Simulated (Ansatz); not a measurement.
Write a Python script for Ansatz 0.2.0 through its Python package that makes a convergence test of the k-point mesh of PbI2, space group P-3m1. Use (first run): r2SCAN, PAW, cutoff 630 eV, 2×2×1 k-points, fixed occupations. The script varies spacing (1/A): 1.0, 0.6, 0.4, 0.3.

```xyz
3
Lattice="4.5550 0.0000 0.0000 -2.2775 3.9447 0.0000 0.0000 0.0000 6.9770" Properties=species:S:1:pos:R:3 pbc="T T T"
Pb    0.0000    0.0000    0.0000
I     0.0000    2.6298    1.8489
I     2.2775    1.3149    5.1281
```

The script, `run_kconv.py`:
```python
"""k-point test for PbI2."""

import ansatz as az
from ase import Atoms


def main() -> None:
    atoms = Atoms(
        ["Pb", "I", "I"],
        scaled_positions=[
            (0.0, 0.0, 0.0),
            (1 / 3, 2 / 3, 0.265),
            (2 / 3, 1 / 3, 0.735),
        ],
        cell=[
            (4.555, 0.0, 0.0),
            (-2.2775, 3.944746, 0.0),
            (0.0, 0.0, 6.977),
        ],
        pbc=True,
    )
    cell = az.Crystal.from_ase(atoms)

    setup = (
        cell.calculation()
        .functional("r2scan")
        .basis(630)
        .accuracy("low")
        .occupations("Fixed")
        .scf(max_iterations=200, algorithm="direct_min")
    )

    rows = []
    for value in [1.0, 0.6, 0.4, 0.3]:
        r = setup.kpoints(spacing=value).run().report
        rows.append((value, r["free_energy_ev"] / len(r["lattice"]["sites"]), r["n_iterations"], r["n_kpoints"]))

    print("spacing (1/A)   F/atom (eV)    iterations      k-points")
    for row in rows:
        print(f"{str(row[0]):>12s}  {row[1]:12.5f}  {row[2]:12d}  {row[3]:12d}")

    # differences from the last row
    for row in rows[:-1]:
        shift = 1000 * (row[1] - rows[-1][1])
        print(f"{row[0]}: {shift:+.2f} meV/atom" + ("  (within 1 meV)" if abs(shift) < 1 else ""))


if __name__ == "__main__":
    main()
```

Running `python run_kconv.py` prints:
```text
spacing (1/A)   F/atom (eV)    iterations      k-points
         1.0   -8992.98931             7             2
         0.6   -8993.05499             7             6
         0.4   -8993.05766             6             9
         0.3   -8993.05888             6            24
1.0: +69.57 meV/atom
0.6: +3.89 meV/atom
0.4: +1.22 meV/atom
```

Reading the output:
- Spin-orbit coupling, which matters for elements this heavy, is left out.
- The starting cell is as deposited in a crystallographic database; the results hold for this polymorph, which needn't be the stable one.
- Shifts are counted from the finest mesh, which is itself no proven limit.

(Lines on the test bed's own set-up are left out of the output.)
